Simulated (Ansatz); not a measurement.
HfS2 built on the CdI2 prototype was put through Ansatz (plane waves). The cell was relaxed beforehand with r2SCAN+rVV10.

The cell given to it:
```
CELL_PARAMETERS angstrom
3.63029 0.00000 0.00000
-1.81515 3.14393 0.00000
0.00000 0.00000 5.87835
ATOMIC_POSITIONS crystal
Hf 0.00000 0.00000 0.00000
S 0.33333 0.66667 0.24463
S 0.66667 0.33333 0.75537
```

What the program printed (shortened):
```
Pseudopotential: Hf, paw, valence charge 26, recommended cutoff 420 eV (normal)
Pseudopotential: S, paw, valence charge 6, recommended cutoff 420 eV (normal)
Functional definition: PBE
Crystal: 3 atoms, lattice volume = 67.092 Å³
Basis set: ecut = 420 eV, 1315 PW (Γ)
Bands: 23, of which v1, the nominal top of the filled ones, is band 19 counted from 1 (18 counted from 0)
Symmetry: 12 space group operations
Space group: P-3m1 (ITA 164)
k-points: 14 of 72
preconditioner: auto → Resta (q_TF=auto, 2.482 Å⁻¹)  ε∞=5.5  [insulator: Δε(μ)=1.040 eV  ℏωp=24.8 eV]
SCF converged after 7 iterations
Free energy (F): -17530.154457 eV
Fermi energy:    9.055311 eV
--- Per-component energies (eV) ---
  E_band       = -209.963343
  E_kinetic    = 634.776564
  E_local      = -8203.411724
  E_nonlocal   = -1186.832586
  E_hartree    = 3785.695291
  E_xc         = -494.262553
  E_vxc        = -441.008937
  E_paw        = -8127.443965
  E_vpaw       = 1415.124857
  E_ewald      = -3938.675487
--- G₀W₀: contour deformation, 8 samples at zero and on the imaginary axis and 1 off it, 72 q-points, 497 empty bands' worth ---
    ik  band        ε_KS         Σx   Σc(E_QP)       V_xc       Z   E_QP_lin       E_QP  E_QP is
     0    18      8.9427   -18.7055     1.5492   -16.4224  0.7482     8.1983     8.2089  root
     0    19      9.0553   -18.5130     1.7060   -16.0737  0.7398     8.3101     8.3221  root
     0    20     10.9795   -10.8287    -4.8189   -15.9439  0.7531    11.2777    11.2758  root
     0    21     10.9795   -10.8287    -4.8189   -15.9439  0.7531    11.2777    11.2758  root
     1    18      8.8096   -18.6001     1.6029   -16.2582  0.7468     8.0595     8.0706  root
     1    19      8.8096   -18.6001     1.6029   -16.2582  0.7468     8.0595     8.0706  root
     1    20     10.9359   -10.7299    -4.8009   -15.8221  0.7539    11.2290    11.2272  root
     1    21     10.9359   -10.7299    -4.8009   -15.8221  0.7539    11.2290    11.2272  root
     2    18      8.3263   -18.2003     1.5756   -15.9126  0.7438     7.6029     7.6142  root
     2    19      8.9623   -18.4976     1.7416   -16.0333  0.7382     8.2279     8.2397  root
     2    20     10.8743   -10.5355    -4.6160   -15.3994  0.7537    11.1234    11.1221  root
     2    21     11.7319   -11.2002    -5.0144   -16.4826  0.7374    12.0018    11.9999  root
     3    18      8.0154   -17.9251     2.0852   -15.0808  0.7298     7.2387     7.2564  root
     3    19      8.2559   -18.1196     1.6024   -15.8009  0.7430     7.5280     7.5398  root
     3    20     10.8215   -10.4701    -4.5888   -15.2991  0.7557    11.0628    11.0616  root
     3    21     11.7368   -11.2298    -5.0157   -16.5117  0.7369    12.0048    12.0030  root
     4    18      7.7619   -18.3241     1.9875   -15.5700  0.7361     6.9793     6.9953  root
     4    19      7.9661   -17.8792     2.0308   -15.1240  0.7275     7.2256     7.2417  root
     4    20     10.4177   -10.3565    -4.2621   -14.8118  0.7573    10.6115    10.6109  root
     4    21     12.6071   -11.2795    -5.6256   -17.2188  0.7217    12.9239    12.9209  root
     5    18      7.8936   -18.4300     1.9268   -15.7399  0.7386     7.1155     7.1303  root
     5    19      8.0899   -18.2173     2.1084   -15.3521  0.7291     7.3166     7.3330  root
     5    20     10.3057   -10.0232    -4.3213   -14.5458  0.7605    10.5077    10.5070  root
     5    21     12.6846   -11.4523    -5.6754   -17.4397  0.7184    12.9997    12.9966  root
     6    18      7.0720   -17.7689     2.5949   -14.4044  0.7038     6.2792     6.3024  root
     6    19      7.6839   -18.5071     2.1599   -15.5471  0.7345     6.8657     6.8839  root
     6    20     10.2342   -10.4017    -4.1050   -14.6773  0.7580    10.4052    10.4047  root
     6    21     13.0442   -11.8123    -5.9980   -18.1642  0.7151    13.4024    13.3981  root
     7    18      7.9397   -18.7279     2.0592   -15.8757  0.7387     7.1306     7.1467  root
     7    19      8.1417   -18.5044     2.0892   -15.6496  0.7305     7.3597     7.3762  root
     7    20     10.0894   -10.0471    -4.1924   -14.4297  0.7605    10.2801    10.2795  root
     7    21     13.0287   -11.8280    -5.9360   -18.1211  0.7177    13.3900    13.3857  root
     9    18      7.2714   -17.8393     1.9815   -15.1497  0.7273     6.5488     6.5632  root
     9    19      8.2126   -18.2481     2.0945   -15.3934  0.7314     7.4361     7.4524  root
     9    20     11.4217   -10.6304    -5.0040   -15.9000  0.7410    11.6892    11.6873  root
     9    21     11.4534   -10.7081    -4.5285   -15.4209  0.7480    11.6385    11.6377  root
  […]
```

The points are ik 0 = (0, 0, 0) (Γ), ik 1 = (0, 0, -1/2) (A), ik 2 = (0, 1/6, 0), ik 3 = (0, 1/6, -1/2), ik 4 = (0, 1/3, 0), ik 5 = (0, 1/3, -1/2), ik 6 = (0, -1/2, 0) (M), ik 7 = (0, -1/2, -1/2) (L), ik 9 = (1/6, 1/6, -1/2), ik 10 = (1/6, 1/3, 0), ik 13 = (1/3, 1/3, -1/2) (H); band 19 is the last filled one.

Problem. Write the input file that gave this output.

Solution.
```yaml
crystal:
  # lattice and atoms as above
kpoints:
  mp_grid: { grid: [6, 6, 2] }
hamiltonian:
  xc: pbe
scf:
  occupations: { method: fixed }
gw:
  n_empty_bands: 497
  ecut_chi: 220
  qp_bands: [v2, c2]
  qp_kpoints: band_edges
  screening: { model: contour_deformation }
```
The quasiparticle table needs the gw block. Not every key shows in the log; this is the file that was used.

Command: `ansatz run input.yaml --threads 4 --pin off --max-ram 7372MiB --backend cpu --events-out ev --progress --plain --runs-dir out`.

Problem. What wall time did it need on 4 threads of Intel(R) Xeon(R) Platinum 8488C (Sapphire Rapids) (shared host), load about 0.3 per core, and how much host memory at the peak?

Solution. About 3.2 min, with a peak of 1.2 GiB.

The values are computed, spin-unpolarised, and not measurements.

Spin-orbit coupling is left out, which matters wherever the heavy atoms make up the band edges.
